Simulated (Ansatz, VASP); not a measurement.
## BAs: VASP beside Ansatz

One calculation is typed for both programs; each brings its own data sets and cutoff. How far apart do they land?

Program: Ansatz 0.2.0. Level of theory: plane waves, with VASP 6.6.1 beside it; single point at PBE. Results are calculated unless marked as measured.

### Step 1. The structure

It takes space group F-43m (No. 216, cubic). The conventional cell has a = 4.777 Å, b = 4.777 Å, c = 4.777 Å, α = 90.00°, β = 90.00°, γ = 90.00°. Nearest to B lie 4 As at 2.07 Å. Nearest to As lie 4 B at 2.07 Å. Farther neighbours are not listed.

Structure file:

```cif
data_structure
_symmetry_space_group_name_H-M 'P 1'
_symmetry_Int_Tables_number 1
_cell_length_a 3.3778
_cell_length_b 3.3778
_cell_length_c 3.3778
_cell_angle_alpha 60.000
_cell_angle_beta 60.000
_cell_angle_gamma 60.000
_cell_volume 27.25
loop_
_atom_site_label
_atom_site_type_symbol
_atom_site_fract_x
_atom_site_fract_y
_atom_site_fract_z
_atom_site_occupancy
B1 B 0.00000 0.00000 0.00000 1
As2 As 0.25000 0.25000 0.25000 1
```

### Step 2. VASP: single point, PBE

A single point gives forces, pressure and levels at one fixed geometry, so differences don't come from the geometry; what else differs is listed under the comparison.

Lines of VASP's logs that name or quote its potential files are left out, and so is its time.

Input file INCAR:

```
SYSTEM = BAs
PREC = Accurate
ENCUT = 420
EDIFF = 1E-06
NELM = 100
ISMEAR = -1
SIGMA = 0.05
LREAL = .FALSE.
ALGO = Normal
GGA = PE
NBANDS = 10
LORBIT = 11
LWAVE = .FALSE.
LCHARG = .FALSE.
KPAR = 2
ISIF = 2
```

Input file POSCAR:

```
BAs
1.0
    0.0000000000      2.3885000000      2.3885000000
    2.3885000000      0.0000000000      2.3885000000
    2.3885000000      2.3885000000      0.0000000000
B As
1 1
Direct
    0.0000000000      0.0000000000      0.0000000000
    0.2500000000      0.2500000000      0.2500000000
```

Input file KPOINTS:

```
Automatic mesh
0
Gamma
7 7 7
0 0 0
```

PAW data sets: B and As (PBE family, release 64).

Command:

```console
$ mpirun -np 2 vasp_std
```

Numbers of over 12 decimals in the logs are rounded to 6 here.

What it wrote:

```text
[banner, memory and clock lines left out]
running    2 mpi-ranks, on    1 nodes
 distrk:  each k-point on    1 cores,    2 groups
 distr:  one band on    1 cores,    1 groups

 POSCAR found type information on POSCAR B As
 POSCAR found :  2 types and       2 ions
 LDA part: xc-table for (Slater+PW92), standard interpolation
 POSCAR, INCAR and KPOINTS ok, starting setup
 FFT: planning ... GRIDC
 FFT: planning ... GRID_SOFT
 FFT: planning ... GRID
 WAVECAR not read
 entering main loop
       N       E                     dE             d eps       ncg     rms          rms(c)
DAV:   1     0.113780097345E+02    0.11378E+02   -0.34452E+03   400   0.606E+02
DAV:   2    -0.114247984562E+02   -0.22803E+02   -0.21682E+02   576   0.976E+01
DAV:   3    -0.120388875599E+02   -0.61409E+00   -0.61301E+00   468   0.164E+01
DAV:   4    -0.120405116838E+02   -0.16241E-02   -0.16240E-02   492   0.972E-01
DAV:   5    -0.120405137698E+02   -0.20860E-05   -0.20852E-05   468   0.325E-02    0.494E+00
DAV:   6    -0.114620660697E+02    0.57845E+00   -0.16527E+00   426   0.559E+00    0.240E+00
DAV:   7    -0.114026652065E+02    0.59401E-01   -0.19541E-01   468   0.231E+00    0.980E-01
DAV:   8    -0.113958748895E+02    0.67903E-02   -0.21042E-02   432   0.862E-01    0.100E-01
DAV:   9    -0.113961753644E+02   -0.30047E-03   -0.71258E-04   450   0.168E-01    0.593E-02
DAV:  10    -0.113963431057E+02   -0.16774E-03   -0.22213E-04   438   0.959E-02    0.137E-02
DAV:  11    -0.113963486158E+02   -0.55101E-05   -0.60373E-06   482   0.174E-02    0.115E-02
DAV:  12    -0.113963485205E+02    0.95344E-07   -0.29085E-06   444   0.978E-03
   1 F= -.11396349E+02 E0= -.11396348E+02  d E =-.213803E-06
```

OUTCAR, selected parts (step 2):

```text
ion  position               nearest neighbor table
   1  0.000  0.000  0.000-   2 2.07   2 2.07   2 2.07   2 2.07
   2  0.250  0.250  0.250-   1 2.07   1 2.07   1 2.07   1 2.07

  LATTYP: Found a face centered cubic cell.
 ALAT       =     4.7770000000

 Subroutine GETGRP returns: Found 24 space group operations
 (whereof 24 operations were pure point group operations)

The static configuration has the point symmetry T_d .

 Found     20 irreducible k-points:

   k-points           NKPTS =     20   k-points in BZ     NKDIM =     20   number of bands    NBANDS=     10

   dimension x,y,z NGX =    24 NGY =   24 NGZ =   24
   dimension x,y,z NGXF=    48 NGYF=   48 NGZF=   48

   ENCUT  =  420.0 eV  30.87 Ry    5.56 a.u.   5.64  5.64  5.64*2*pi/ulx,y,z

   NELECT =       8.0000    total number of electrons

 k-points in reciprocal lattice and weights: Automatic mesh
   0.00000000  0.00000000  0.00000000       0.003
   0.14285714  0.00000000  0.00000000       0.023
   0.28571429  0.00000000  0.00000000       0.023
   0.42857143  0.00000000  0.00000000       0.023
   0.14285714  0.14285714  0.00000000       0.017
   0.28571429  0.14285714  0.00000000       0.070
   0.42857143  0.14285714  0.00000000       0.070
  -0.42857143  0.14285714  0.00000000       0.070
  -0.28571429  0.14285714  0.00000000       0.070
[...]
-0.42857143  0.42857143  0.14285714       0.070
  -0.28571429  0.42857143  0.14285714       0.070

 average (electrostatic) potential at core
       1 -26.7813       2 -48.7674

 E-fermi :   6.7098

 k-point     1 :       0.0000    0.0000    0.0000
  band No.  band energies     occupation
      1      -9.2736      2.00000
      2       6.1313      1.99998
      3       6.1313      1.99998
      4       6.1313      1.99998
      5       9.4007      0.00000
      6       9.4007      0.00000
      7       9.4007      0.00000
      8      10.8156      0.00000
      9      15.7115      0.00000
    ...

 k-point     2 :       0.1429    0.0000    0.0000
  band No.  band energies     occupation
      1      -8.9398      2.00000
      2       3.7428      2.00000
      3       5.5890      2.00000
      4       5.5890      2.00000
      5       9.4861      0.00000
      6      10.1117      0.00000
      7      10.1117      0.00000
      8      12.3840      0.00000
      9      16.8773      0.00000
    ...

 k-point     3 :       0.2857    0.0000    0.0000
  band No.  band energies     occupation
      1      -7.9810      2.00000
      2       0.3856      2.00000
      3       4.8081      2.00000
      4       4.8081      2.00000
      5       9.0988      0.00000
      6      10.8894      0.00000
      7      10.8894      0.00000
      8      14.4409      0.00000
      9      17.4461      0.00000
    ...

  Total        0.5920955      0.5920955      0.5920955     -0.0000000      0.0000000      0.0000000
  in kB       34.8094062     34.8094062     34.8094062     -0.0000000      0.0000000      0.0000000
  external PRESSURE =      34.8094062 kB  Pullay stress =       0.0000000 kB

  energy-cutoff  :      420.00
  volume of cell :       27.25
      direct lattice vectors                 reciprocal lattice vectors
     0.000000000  2.388500000  2.388500000    -0.209336404  0.209336404  0.209336404
     2.388500000  0.000000000  2.388500000     0.209336404 -0.209336404  0.209336404
     2.388500000  2.388500000  0.000000000     0.209336404  0.209336404 -0.209336404

 POSITION                                       TOTAL-FORCE (eV/Angst)
 -----------------------------------------------------------------------------------
      0.00000      0.00000      0.00000        -0.000000     -0.000000     -0.000000
      1.19425      1.19425      1.19425         0.000000      0.000000      0.000000
 -----------------------------------------------------------------------------------
    total drift:                                0.000000      0.000000      0.000000

  FREE ENERGIE OF THE ION-ELECTRON SYSTEM (eV)
  ---------------------------------------------------
  free  energy   TOTEN  =       -11.3963485205 eV

  energy  without entropy=      -11.3963483067  energy(sigma->0) =      -11.39634841

 total charge
# of ion       s       p       d       tot
------------------------------------------
    1        0.659   1.181   0.000   1.840
    2        1.172   1.664   0.088   2.924
--------------------------------------------------
tot          1.831   2.845   0.088   4.764

[... 3 further parts left out ...]
```

Spin-orbit coupling is off here; it would split degenerate levels, and it lifts a valence top of As p states by about 0.1 eV.

### Step 3. Ansatz: single point, PBE

Ansatz runs on its default PAW (the set named soft_2) files.

The same cell, functional, mesh and smearing now go to Ansatz, which takes its cutoff from its data sets.

Input file input.yaml:

```yaml
crystal:
  lattice:
    - [0.0, 2.3885, 2.3885]
    - [2.3885, 0.0, 2.3885]
    - [2.3885, 2.3885, 0.0]
  atoms:
    - { symbol: B, position: [0.0, 0.0, 0.0] }
    - { symbol: As, position: [0.25, 0.25, 0.25] }
hamiltonian:
  xc: pbe
  pseudopotentials: { kind: paw }
kpoints:
  mp_grid: { grid: [7, 7, 7] }
scf:
  occupations: { method: fermi_dirac, width: 0.05 }
  n_extra_bands: 4
output:
  forces: true
  stress: true
  eigenvalues: true
```

Command:

```console
$ ansatz run input.yaml --threads 2 --pin off --max-ram 4608MiB --backend cpu --events-out ev --progress --plain --runs-dir out
```

What it wrote:

```text
scf.n_extra_bands = 4 over 9 filled bands (N_el = 18.0): the run solves 13 bands
Engine: ansatz 0.2.0, x86_64-unknown-linux-gnu
Pseudopotentials: kind: paw
Pseudopotential: B, paw, valence charge 3, recommended cutoff 420 eV (normal), B.paw.azcp
Pseudopotential: As, paw, valence charge 15, recommended cutoff 420 eV (normal), As.paw.azcp
Functional definition: PBE
  parameter kappa = 0.804
  parameter beta = 0.066725
  exchange = pbe_x(kappa = kappa, mu = beta*pi^2/3)
  correlation = pbe_c(beta = beta)
Crystal: 2 atoms, lattice volume = 27.252 Å³
Basis set: ecut = 420 eV, 531 PW (Γ), exchange–correlation on 48×48×48 points (8 copies of the dense FFT grid, shifted against one another)
Bands: 13, of which v1, the nominal top of the filled ones, is band 9 counted from 1 (8 counted from 0)
Symmetry: 24 space group operations
Space group: F-43m (ITA 216), of the structure as read, at distance tolerance 3.0e-5 Å
k-points: 20 of 343 (time reversal used)
Non-local potential: B, projectors of the file, l = 0: 2, l = 1: 2, l = 2: 1
Non-local potential: As, projectors of the file, l = 0: 2, l = 1: 2, l = 2: 3, l = 3: 1
PAW form: soft (Blöchl's): semilocal exchange-correlation on the pseudo side does not see the compensation charge
PAW one-centre angular grid: B, 110 points (default); XC on 64 Gauss nodes
PAW one-centre angular grid: As, 590 points (default); XC on 64 Gauss nodes
Initial density: superposition of atomic densities (neutral atoms: chi_scale 0, normalization atom), corrected by the library's trained network
Initial wavefunctions: pseudopotential atomic-orbital guess
Functional: x = pbe(κ = 0.804, μ = 0.219515), c = pbe(β = 0.066725)
SCF iter   1: F=—  HF=-5012.093731 eV  |F-HF|=—  |Δ(HF+E_count)|=         —  Δρ=8.12e-4  dr2=1.11e-4  ethr=1.77e-3  ⟨swp⟩=5.7  Hψ=1504  notcnv=0
preconditioner: auto → none  [insulator: Δε(μ)=1.207 eV  Ē_g=12.407 eV  σ=0.050 eV  W_gap=1.00  n_scr=8 (ndim 8)  ℏωp=20.1 eV  f_vac=0.001  D(μ)=0.00/eV (n_scr^D=0)  ε∞_Penn≈3.6]
SCF iter   2: F=—  HF=-5012.093748 eV  |F-HF|=—  |Δ(HF+E_count)|=   1.72e-5  Δρ=4.57e-4  dr2=3.64e-5  ethr=6.17e-7  ⟨swp⟩=2.7  Hψ=616  notcnv=0
SCF iter   3: F=—  HF=-5012.093775 eV  |F-HF|=—  |Δ(HF+E_count)|=   2.69e-5  Δρ=2.38e-4  dr2=5.76e-6  ethr=2.02e-7  ⟨swp⟩=2.2  Hψ=423  notcnv=0
SCF iter   4: F=—  HF=-5012.093796 eV  |F-HF|=—  |Δ(HF+E_count)|=   2.04e-5  Δρ=6.43e-5  dr2=9.26e-7  ethr=3.20e-8  ⟨swp⟩=2.5  Hψ=390  notcnv=0
iter 5 did not close the SCF: its close was put off for the readings that it lacked (scf_convergence_deferred on its scf_iter line)
SCF iter   5: F=-5012.093797 eV  HF=-5012.093797 eV  |F-HF|=3.94e-8  |Δ(HF+E_count)|=   9.70e-7  Δρ=1.54e-5  dr2=8.29e-8  ethr=5.15e-9  ⟨swp⟩=2.8  Hψ=429  notcnv=0
SCF iter   6: F=-5012.093797 eV  HF=-5012.093797 eV  |F-HF|=4.94e-9  |Δ(HF+E_count)|=   6.74e-9  Δρ=4.41e-6  dr2=5.08e-9  ethr=4.60e-10  ⟨swp⟩=2.5  Hψ=858  notcnv=0
SCF 1 converged in 6 iterations: F = -5012.093797 eV  dr2 = 5.08e-9
  greatest PAW one-centre occupation: 0.999 electrons in one spin orbital (limit 2), on the As atom at site 1 (counted from 0), in its partial waves of l = 2
SCF converged after 6 iterations
Free energy (F): -5012.093797 eV
Harris-Foulkes:  -5012.093797 eV  (|F-HF|=4.94e-9)
Internal energy: -5012.093796 eV  (E = F + TS)
E sigma→0 (E₀):  -5012.093797 eV
Entropy (-TS):   -0.000000 eV (-0.000 meV/atom)
Fermi energy:    11.713133 eV
--- Per-component energies (eV) ---
  E_band       = -210.239322
  E_kinetic    = 152.120735
  E_local      = -1693.979148  (includes V_loc(G=0)·N_el)
  E_nonlocal   = -657.805115
  E_hartree    = 940.082358
  E_xc         = -111.432633
  E_vxc        = -117.665245  (∫ρ·V_xc dr)
  E_paw        = -1915.305003  (= ΣΔE_a)
  E_vpaw       = 226.927690  (= ΣTr[D̂ρ^β])
  E_aug_tail   = 0.000007  (compensation charges beyond the density's cutoff)
  E_ewald      = -1725.774997
  E_smearing   = -0.000000  (= −TS)
  E_closure    = 0.000000  (closes the sum)
  Σ components = -5012.093797   (vs F -5012.093797, Δ=0.00e0)
--- Forces (eV/Å), atoms counted from 1 ---
  atom   1  B      0.00000000    -0.00000000     0.00000000
  atom   2  As    -0.00000000    -0.00000000     0.00000000
  max |Σ_I F_I| component: 4.81e-16 eV/Å
--- Stress (GPa, compression-positive) ---
        2.776164      -0.000000      -0.000000
        0.000000       2.776164       0.000000
        0.000000       0.000000       2.776164
  P = ⅓ Tr σ = 2.7762 GPa (27.762 kbar)
--- Band table (eV; the first three rows and the last of 20) ---
  k-point 0: bands = [... 5 lower, -4.2759, 11.1282, 11.1282, 11.1282, 14.4081, 14.4081, 14.4081, 15.8019]
  k-point 1: bands = [... 5 lower, -3.9421, 8.7428, 10.5874, 10.5874, 14.4875, 15.1193, 15.1193, 17.3799]
  k-point 2: bands = [... 5 lower, -2.9832, 5.3903, 9.8079, 9.8079, 14.0979, 15.9011, 15.9011, 19.4507]
  k-point 19: bands = [... 5 lower, -0.1132, 3.1263, 5.2608, 6.8282, 14.9782, 17.4664, 18.4158, 19.2106]
```

Wall time 0.58 s (2 threads of AMD EPYC 7B13 (Zen 3), shared host); peak memory 0.34 GiB; 0.93 s of CPU time.

The column dr2 measures how far the density is from self-consistency, as an energy; F and HF (Harris–Foulkes) agree once it is small.

The run ends at a pressure of 2.78 GPa.

### Step 4. Comparison

Known differences besides the potentials themselves: the data sets hold 18 valence electrons in Ansatz (default PAW (the set named soft_2) files) and 8 in VASP; VASP leaves aspherical gradient terms in its spheres out (LASPH is not set), Ansatz keeps them. Total energies have different zeros and are not compared.

Compared:

```tsv
quantity	Ansatz	VASP	difference
pressure (GPa)	2.78	3.48	-0.70
pressure without Ansatz's Pulay correction (GPa)	2.68	3.48	-0.81
gap on the k mesh (eV)	1.205	1.192	+0.013
```

A gap on the mesh is an upper bound, since the band edges may lie between its points. Ansatz's pressure holds a Pulay correction of 0.10 GPa; VASP's holds none.

### Step 5. What the set-up changes

Further runs change the set-up of one program: Ansatz's method, potentials or start, or VASP's data sets, cutoff or form of LDA. The table gives Ansatz less VASP for each quantity, since a change that brings one quantity closer may part another.

```tsv
run	pressure (GPa)	gap on the k mesh (eV)
as above	-0.70	0.013
Ansatz's all-electron LAPW method	-0.74	0.015
```

### Step 6. Results

```yaml
difference_in_gap_on_the_k_mesh_single_point_pbe: 0.013 eV
difference_in_pressure_single_point_pbe: -0.70 GPa
```

What this shows: The difference in pressure is -0.70 GPa (single point, PBE), within the 1 GPa picked in this series as the mark of a large difference. For single point, PBE, no further run moves any of the tabulated differences by more than a quarter of its size. How closely two codes agree says nothing of how well the functional describes the real material.

[Lines on the potential files, build, host, timing and source positions are cut from VASP's logs without a mark.]

[Logs are printed without paths, hosts, clocks, repeated set-up lines and the standing remarks that a program may print on its own settings, such as how far it seeks lower states.]

[Hosts, paths, dates, database ids (printed as entryN), source tags and the programs' standing remarks are cut or masked in the printed files.]
